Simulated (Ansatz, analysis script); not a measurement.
**Magnetovolume effects in FeGe**

How do the moments of FeGe answer to compression and expansion?

Method: PBE, PAW set soft_1, in Ansatz 0.2.0.

Report form: the programs' logs are mostly left out.

## Step 1: The structure

The structure is hexagonal, space group P6/mmm (No. 191). The conventional cell has a = 4.998 Å, b = 4.998 Å, c = 4.116 Å, α = 90.00°, β = 90.00°, γ = 120.00°. Nearest to Fe lie 4 Fe at 2.50 Å and 6 Ge at 2.50 to 2.51 Å. Ge has 6 Fe at 2.50 Å nearest. Nearest to Ge lie 6 Fe at 2.51 Å. Farther neighbours are not listed.

The cell comes from the Materials Project, a database of computed structures, and the real compound, where it exists, may take another one.

The cell of this run holds 6 atoms, 3 of them with a starting moment; values «a cell» refer to the cell of the run in question.

## Step 2: Two spin channels first

First a free collinear run, to see which state the typed moments lead to.

The input, input.yaml:

```yaml
crystal:
  lattice:
    - [4.9976023358, 0.0, 0.0]
    - [-2.4988011679, 4.3280505808, 0.0]
    - [0.0, 0.0, 4.11576135]
  atoms:
    - { symbol: Fe, position: [0.5, 0.0, 0.0], spin: 2.8 }
    - { symbol: Fe, position: [0.5, 0.5, 0.0], spin: 2.8 }
    - { symbol: Fe, position: [0.0, 0.5, 0.0], spin: 2.8 }
    - { symbol: Ge, position: [0.0, 0.0, 0.0] }
    - { symbol: Ge, position: [0.33333333, 0.66666667, 0.5] }
    - { symbol: Ge, position: [0.66666667, 0.33333333, 0.5] }
magnetization:
  spin_polarized: true
kpoints:
  mp_grid: { grid: [8, 8, 8] }
hamiltonian:
  xc: pbe
  pseudopotentials: { kind: paw, azcp: { folder: soft_1 } }
scf:
  occupations: { method: fermi_dirac, width: 0.05 }
  max_iter: 120
  convergence: { dr2_threshold: 1.0e-08 }
  lower_state_search: "off"
output:
  write_density: true
  write_potential: true
  elf: true
  volumetric_format: npy
```

Run with:

```
$ ansatz run input.yaml --threads 2 --pin off --max-ram 5120MiB --backend cpu --events-out ev --progress --plain --runs-dir out
```

Run time: 40 s. Hardware: 2 threads of Arm Neoverse V1, shared host; peak memory 0.62 GiB; 78 s of CPU time.

Spin moment in the atom's sphere by atom:

| atom | spin moment in the atom's sphere (μB) |
| --- | --- |
| Fe1 | 1.48 |
| Fe2 | 1.48 |
| Fe3 | 1.48 |
| Ge4 | -0.07 |
| Ge5 | -0.05 |
| Ge6 | -0.05 |

Tables count atoms from 1; parts of the log count from 0.

The run ends ferromagnetic, with a net moment of 4.14 μB a cell. Only this order was typed.

Spin density in the ab plane at fractional z = 0.000, with atoms of Fe and Ge within 0.2 Å of it.

Values in e/Å³, 13 rows by 14 columns, each cell a mean:
```
0.0 0.0 0.0 0.0 0.1 0.5 1.8 1.5 0.4 0.1 0.0 0.0 0.0 0.0
0.0 0.0 0.0 0.0 0.0 0.2 0.5 0.1 0.0 0.0 0.0 0.0 0.0 0.0
0.0 0.0 0.0 0.0 0.0 0.1 0.0 0.0 0.0 0.0 0.0 0.0 0.0 0.0
0.1 0.0 0.0 0.0 0.0 0.0 0.0 0.0 0.0 0.1 0.0 0.0 0.0 0.0
0.5 0.3 0.1 0.0 0.0 0.0 0.1 0.3 0.5 0.2 0.0 0.0 0.0 0.1
2.1 1.2 0.3 0.0 0.0 0.1 1.0 1.9 1.2 0.1 0.0 0.0 0.1 0.8
2.4 0.7 0.1 0.0 0.0 0.3 2.0 2.4 0.9 0.0 0.0 0.0 0.5 2.0
0.8 0.1 0.0 0.0 0.0 0.5 1.0 0.7 0.2 0.0 0.0 0.1 0.5 1.0
0.1 0.0 0.0 0.0 0.1 0.2 0.1 0.0 0.0 0.0 0.0 0.0 0.0 0.2
0.0 0.0 0.0 0.0 0.0 0.0 0.0 0.0 0.0 0.0 0.0 0.0 0.0 0.0
0.0 0.0 0.0 0.0 0.0 0.0 0.0 0.1 0.2 0.0 0.0 0.0 0.0 0.0
0.0 0.0 0.0 0.0 0.0 0.0 0.2 1.0 0.9 0.1 0.0 0.0 0.0 0.0
0.0 0.0 0.0 0.0 0.0 0.4 1.7 2.7 1.4 0.2 0.0 0.0 0.0 0.0
```
Columns run along a (5.0 Å), rows up along b (5.0 Å). Atoms in or near the plane, at fractional coordinates: Fe at (0.50, 0.00), Fe at (0.50, 0.50), Fe at (0.00, 0.50), Ge at (0.00, 0.00).

Valence density in the ab plane at fractional z = 0.000, with atoms of Fe and Ge within 0.2 Å of it. It is the smooth field of the valence electrons, not physical close to the nuclei.

Ten steps, logarithmic in the rise over the least value, from '0' (0 e/Å³) to '9' (38 e/Å³), each cell a mean:
```
84101688510158
31001454100134
00000110000011
01100000110000
55300025530002
87400378730036
96201589620158
63001576300257
10001231000123
00000000000000
12100012320000
66300157730013
97200489730038
```
Columns run along a (5.0 Å), rows up along b (5.0 Å). Atoms in or near the plane, at fractional coordinates: Fe at (0.50, 0.00), Fe at (0.50, 0.50), Fe at (0.00, 0.50), Ge at (0.00, 0.00).

ELF in the ab plane at fractional z = 0.000, with atoms of Fe and Ge within 0.2 Å of it. It is the smooth field of the valence electrons, not physical close to the nuclei.

Ten even steps from '_' (0.18) to '@' (0.88), each cell a mean:
```
__::==::__--%%##::__--==..__
--====..__::--..__::++==::..
==--::..______....::--======
________......______..--==::
::--..__..____::::____::..__
%%**..__....++%%**..__....==
@@==....__--%%@@==__..__--%%
==......__--++==..__..__--++
__..--::____..____::..__....
--==++--..__....____....__..
==--==++==::____..____::====
____--==--__::++++..__--==::
==__--==__..##@@**__..==::__
```
Columns run along a (5.0 Å), rows up along b (5.0 Å). Atoms in or near the plane, at fractional coordinates: Fe at (0.50, 0.00), Fe at (0.50, 0.50), Fe at (0.00, 0.50), Ge at (0.00, 0.00).

## Step 3: Mesh refined

Levels at the Fermi energy are partly filled, so moments and energy differences can hang on the k-mesh, and the state is solved again on a denser one.

input.yaml, the sections that differ from step 2:

```yaml
crystal:
  lattice:
    - [4.9976023358, 0.0, 0.0]
    - [-2.4988011679, 4.3280505808, 0.0]
    - [0.0, 0.0, 4.11576135]
  atoms:
    - { symbol: Fe, position: [0.5, 0.0, 0.0], spin: 1.48 }
    - { symbol: Fe, position: [0.5, 0.5, 0.0], spin: 1.48 }
    - { symbol: Fe, position: [0.0, 0.5, 0.0], spin: 1.48 }
    - { symbol: Ge, position: [0.0, 0.0, 0.0] }
    - { symbol: Ge, position: [0.33333333, 0.66666667, 0.5] }
    - { symbol: Ge, position: [0.66666667, 0.33333333, 0.5] }
kpoints:
  mp_grid: { grid: [9, 9, 9] }
basis:
  ecutwfc: 420.0
checkpoint:
  read: start
  write: ck
  compress: false
  write_wavefunctions: false
  write_every: 100000
# magnetization, hamiltonian, scf: as in step 2
# output: removed
```

Elapsed: 18 s, on 2 threads; peak memory 0.64 GiB.

Spin moment in the atom's sphere by atom:

| atom | spin moment in the atom's sphere (μB) |
| --- | --- |
| Fe1 | 1.49 |
| Fe2 | 1.49 |
| Fe3 | 1.49 |
| Ge4 | -0.07 |
| Ge5 | -0.05 |
| Ge6 | -0.05 |

The run ends ferromagnetic, with a net moment of 4.19 μB a cell, against 4.14 μB on the first mesh.

The cell's volume is scaled by the factor named; fractional positions stay, and energies count from the lowest run.

## Step 4: Factor 0.82, typed moments

Three starts at each size show whether high-spin, low-spin and non-magnetic states coexist. One mesh, built for the smallest cell, and one cutoff serve all sizes, so that energies can be subtracted.

input.yaml, the sections that differ from step 3:

```yaml
crystal:
  lattice:
    - [4.67770662, 0.0, 0.0]
    - [-2.33885331, 4.05101277, 0.0]
    - [0.0, 0.0, 3.85231213]
  atoms:
    - { symbol: Fe, position: [0.5, 0.0, 0.0], spin: 2.8 }
    - { symbol: Fe, position: [0.5, 0.5, 0.0], spin: 2.8 }
    - { symbol: Fe, position: [0.0, 0.5, 0.0], spin: 2.8 }
    - { symbol: Ge, position: [0.0, 0.0, 0.0] }
    - { symbol: Ge, position: [0.33333333, 0.66666667, 0.5] }
    - { symbol: Ge, position: [0.66666667, 0.33333333, 0.5] }
kpoints:
  mp_grid: { grid: [10, 10, 10] }
output:
  stress: true
# magnetization, hamiltonian, scf, basis: as in step 3
# checkpoint: removed
```

Run with:

```
$ ansatz run input.yaml --threads 1 --pin off --max-ram 2560MiB --backend cpu --events-out ev --progress --plain --runs-dir out
```

It took 91 s on 1 thread; peak memory 0.7 GiB.

It ends ferromagnetic, with 1.21 μB on the largest site.

## Step 5: Factor 0.82, starting moments cut to 30 %

A self-consistent run from these starting moments shows which magnetic state they lead to.

input.yaml, the sections that differ from step 4:

```yaml
crystal:
  lattice:
    - [4.67770662, 0.0, 0.0]
    - [-2.33885331, 4.05101277, 0.0]
    - [0.0, 0.0, 3.85231213]
  atoms:
    - { symbol: Fe, position: [0.5, 0.0, 0.0], spin: 0.84 }
    - { symbol: Fe, position: [0.5, 0.5, 0.0], spin: 0.84 }
    - { symbol: Fe, position: [0.0, 0.5, 0.0], spin: 0.84 }
    - { symbol: Ge, position: [0.0, 0.0, 0.0] }
    - { symbol: Ge, position: [0.33333333, 0.66666667, 0.5] }
    - { symbol: Ge, position: [0.66666667, 0.33333333, 0.5] }
# magnetization, kpoints, hamiltonian, scf, basis, output: as in step 4
```

The job ended after 71 s (1 thread; peak memory 0.67 GiB).

It ends ferromagnetic, with 1.21 μB on the largest site.

## Step 6: Factor 0.94, starting moments cut to 30 %

The density is converged from the given moments; the state reached depends on that start.

input.yaml: that of step 5 with these lines changed.

```diff
@@ -2,5 +2,5 @@
   lattice:
-    - [4.67770662, 0.0, 0.0]
-    - [-2.33885331, 4.05101277, 0.0]
-    - [0.0, 0.0, 3.85231213]
+    - [4.89558183, 0.0, 0.0]
+    - [-2.44779091, 4.23969823, 0.0]
+    - [0.0, 0.0, 4.03174265]
   atoms:
```

Elapsed: 82 s, on 1 thread; peak memory 0.72 GiB.

It ends ferromagnetic, with 1.42 μB on the largest site.

Between step 5 and this run (scale 0.94) the value for the largest spin moment in the atom's sphere moves from 1.21 μB to 1.42 μB (+18 %).

## Step 7: Factor 1, no spin

input.yaml, the sections that differ from step 6:

```yaml
crystal:
  lattice:
    - [4.99760234, 0.0, 0.0]
    - [-2.49880117, 4.32805058, 0.0]
    - [0.0, 0.0, 4.11576135]
  atoms:
    - { symbol: Fe, position: [0.5, 0.0, 0.0] }
    - { symbol: Fe, position: [0.5, 0.5, 0.0] }
    - { symbol: Fe, position: [0.0, 0.5, 0.0] }
    - { symbol: Ge, position: [0.0, 0.0, 0.0] }
    - { symbol: Ge, position: [0.33333333, 0.66666667, 0.5] }
    - { symbol: Ge, position: [0.66666667, 0.33333333, 0.5] }
scf:
  occupations: { method: fermi_dirac, width: 0.05 }
  max_iter: 120
  convergence: { dr2_threshold: 1.0e-08 }
# kpoints, hamiltonian, basis, output: as in step 6
# magnetization: removed
```

It took 34 s on 1 thread; peak memory 0.53 GiB.

This is the reference without moments at this size.

## Step 8: Factor 1.06, no spin

input.yaml: that of step 7 with these lines changed.

```diff
@@ -2,5 +2,5 @@
   lattice:
-    - [4.99760234, 0.0, 0.0]
-    - [-2.49880117, 4.32805058, 0.0]
-    - [0.0, 0.0, 4.11576135]
+    - [5.09561942, 0.0, 0.0]
+    - [-2.54780971, 4.41293587, 0.0]
+    - [0.0, 0.0, 4.19648305]
   atoms:
```

Elapsed: 38 s, on 1 thread; peak memory 0.54 GiB.

This is the reference without moments at this size.

## Step 9: Factor 1.2, no spin

input.yaml: that of step 8 with these lines changed.

```diff
@@ -2,5 +2,5 @@
   lattice:
-    - [5.09561942, 0.0, 0.0]
-    - [-2.54780971, 4.41293587, 0.0]
-    - [0.0, 0.0, 4.19648305]
+    - [5.31074495, 0.0, 0.0]
+    - [-2.65537247, 4.59924004, 0.0]
+    - [0.0, 0.0, 4.37364907]
   atoms:
```

The job ended after 35 s (1 thread; peak memory 0.56 GiB).

This is the reference without moments at this size.

The other 21 runs of this kind were made alike; their results stand in the table below.

## Step 10: Side runs that gave no result

| changed | outcome |
| --- | --- |
| magnetization.spin_polarized | refused or stopped by the program |

## Step 11: Analysis

| factor | E typed (meV/atom) | E small | E no spin | largest moment, typed (μB) | small | state, typed | state, small |
| --- | --- | --- | --- | --- | --- | --- | --- |
| 0.82 | 222.7 | 222.7 | 308.9 | 1.21 | 1.21 | ferromagnetic | ferromagnetic |
| 0.88 | 70.6 | 70.6 | 170.3 | 1.31 | 1.31 | ferromagnetic | ferromagnetic |
| 0.94 | 7.2 | 7.2 | 121.1 | 1.42 | 1.42 | ferromagnetic | ferromagnetic |
| 0.97 | 0.0 | 0.0 | 121.3 | 1.47 | 1.47 | ferromagnetic | ferromagnetic |
| 1 | 5.6 | 5.6 | 134.5 | 1.52 | 1.52 | ferromagnetic | ferromagnetic |
| 1.03 | 21.6 | 21.6 | 158.5 | 1.57 | 1.57 | ferromagnetic | ferromagnetic |
| 1.06 | 45.7 | 45.7 | 191.5 | 1.73 | 1.73 | ferromagnetic | ferromagnetic |
| 1.12 | 104.1 | 104.1 | 278.6 | 2.16 | 2.16 | ferromagnetic | ferromagnetic |
| 1.2 | 200.6 | 200.6 | 425.6 | 2.42 | 2.42 | ferromagnetic | ferromagnetic |

## Step 12: What came out

| Item | Value |
| --- | --- |
| lowest run | factor 0.97, typed moments |
| largest moment, typed start | 1.21 μB at 0.82 to 2.42 μB at 1.2 |
| gain by magnetism | 86.2 to 224.9 meV/atom |

In words: From a factor of 0.82 to 1.2 the largest moment goes from 1.2 to 2.42 μB. The moment grows with the cell, as narrower bands favour. Site moments are taken in spheres that grow with the cell. Both magnetic starts, which share one pattern of signs, end on one state at every size; other orders were not tried. Without spin the lowest energy lies at 0.94, under the magnetic state's 0.97: moments expand the cell. The cell's shape and the atoms were not relaxed. The 27 scaled-cell runs took 38 min of wall time, added up.

[Logs and program files are shortened in this print: banners, set-up blocks, solver, clock and traceback lines can be left out without a mark of their own.]

[Logs are printed without paths, hosts, clocks, repeated set-up lines and the standing remarks that a program may print on its own settings, such as how far it seeks lower states.]

[Hosts, paths, dates, database ids (printed as entryN), source tags and the programs' standing remarks are cut or masked in the printed files.]

[Where the input sets lower_state_search to off, the program did not look for lower states, so one may exist.]
